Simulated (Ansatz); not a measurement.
Relax this structure to zero stress and force, keeping its symmetry:

```cif
data_structure
_symmetry_space_group_name_H-M 'Fm-3m'
_symmetry_Int_Tables_number 225
_cell_length_a 5.7403
_cell_length_b 5.7403
_cell_length_c 5.7403
_cell_angle_alpha 90.000
_cell_angle_beta 90.000
_cell_angle_gamma 90.000
_cell_volume 189.15
loop_
_atom_site_label
_atom_site_type_symbol
_atom_site_symmetry_multiplicity
_atom_site_Wyckoff_symbol
_atom_site_fract_x
_atom_site_fract_y
_atom_site_fract_z
_atom_site_occupancy
Ag1 Ag 4 a 0.00000 0.00000 0.00000 1
Br1 Br 4 b 0.50000 0.00000 0.00000 1
```

Theory: DFT PBE, scalar-relativistic, plane waves, PAW in Ansatz.

Settings: cutoff 420 eV, Γ-centred mesh 8×8×8 on the computed 2-atom cell, Gaussian smearing of 0.02 eV; no spin polarisation.

Question: What does it relax to?

Answer: The volume increases by 1.30 Å³/atom to 24.94 Å³/atom, and the energy falls by 8.7 meV/atom. Final structure:
```cif
data_structure
_symmetry_space_group_name_H-M 'P 1'
_symmetry_Int_Tables_number 1
_cell_length_a 4.1319
_cell_length_b 4.1319
_cell_length_c 4.1319
_cell_angle_alpha 60.000
_cell_angle_beta 60.000
_cell_angle_gamma 60.000
_cell_volume 49.88
loop_
_atom_site_label
_atom_site_type_symbol
_atom_site_fract_x
_atom_site_fract_y
_atom_site_fract_z
_atom_site_occupancy
Ag1 Ag 0.00000 0.00000 0.00000 1
Br1 Br 0.50000 0.50000 0.50000 1
```